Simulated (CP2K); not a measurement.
W under changes of volume

One of the cells (16.731 Å³/atom); the others are scaled copies at fixed shape and fractional positions:

```
W
1.0
     2.87085    0.00000    0.00000
     1.43543    2.48623    0.00000
     1.43543    0.82874    2.34404
W
1
Direct
  0.00000 0.00000 0.00000
```

This isn't the form of W at room conditions, which is bcc.

* Program: CP2K 2026.2
* Functional: LDA
* Potentials or basis: GTH_POTENTIALS W GTH-PADE-q14; TZVP-MOLOPT-PBE-GTH basis
* Density cutoff: 6123 eV
* k mesh: 11 × 11 × 11
* Occupations: fermi-dirac, width 0.0259 eV
* Spin: no spin polarisation

```tsv
volume (Å³/atom)	energy over the lowest point (meV/atom)	pressure (GPa)
15.727	0.00	-25.1
16.062	65.01	-37.1
16.396	155.07	-48.2
16.731	267.35	-58.4
17.065	399.99	-67.9
17.400	551.15	-76.5
17.735	?	?
```

Question: What does the run at 17.735 Å³/atom give?

Answer: Energy over the lowest point 719.13 meV/atom; pressure -84.4 GPa.

Worked out: A Birch-Murnaghan fit of order 3 (a polynomial in V^(-2/3)) to the other rows has no minimum within the range. It gives 718.91 meV/atom at 17.735 Å³/atom, against the run's 719.13, and -dE/dV = -83.9 GPa, against -84.4.

Energies are extrapolated to zero smearing.

Caveats: the basis of atomic orbitals isn't converged, which shifts pressures, moduli and gaps.
